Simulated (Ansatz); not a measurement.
TaSi₂: do energies and stresses tell the same story?

These are results of DFT PBE, scalar-relativistic, plane waves, PAW (Ansatz), not measurements.

Settings: cutoff 420 eV, Γ-centred mesh 12×12×6 on the computed 9-atom cell, Gaussian smearing of 0.10 eV; no spin polarisation.

Relaxed cell: P6_222, a = 4.806 Å, b = 4.806 Å, c = 6.597 Å, α = 90.00°, β = 90.00°, γ = 120.00°, 9 atoms in the primitive cell. Whether it is the stable form of this composition wasn't checked.

Energies at zero smearing and pressures from the stress tensor, at volumes with shape and atoms relaxed:
| V (Å³/atom) | E − E(first) (meV/atom) | P (GPa) |
| --- | --- | --- |
| 13.782 | 0.00 | 12.93 |
| 14.221 | -25.66 | 5.95 |
| 14.661 | -33.58 | 0.00 |
| 15.101 | -26.42 | -5.06 |
| 15.541 | -6.44 | -9.35 |

**Question.** Check P = −dE/dV between neighbouring volumes, and get the bulk modulus from the pressures alone.

**Answer.** With 1 eV/Å³ = 160.2 GPa:
```tsv
middle V (Å³/atom)	−ΔE/ΔV (GPa)	mean P (GPa)
14.002	9.346	9.439
14.441	2.888	2.973
14.881	-2.610	-2.529
15.321	-7.277	-7.202
```

The two differ by 0.09 GPa at most. The mean of two end pressures misses the average over a step by about ΔV² P″/12, up to 0.09 GPa here; with that taken off 0.02 GPa remains. Around V = 14.661 Å³/atom, the two neighbours give B = −V ΔP/ΔV = 14.661 × 11.00 / 0.880 = 183.4 GPa, against B0 = 182.7 GPa from the Birch–Murnaghan fit of the energies.

Spin–orbit coupling is left out, which can shift energies with elements as heavy as these.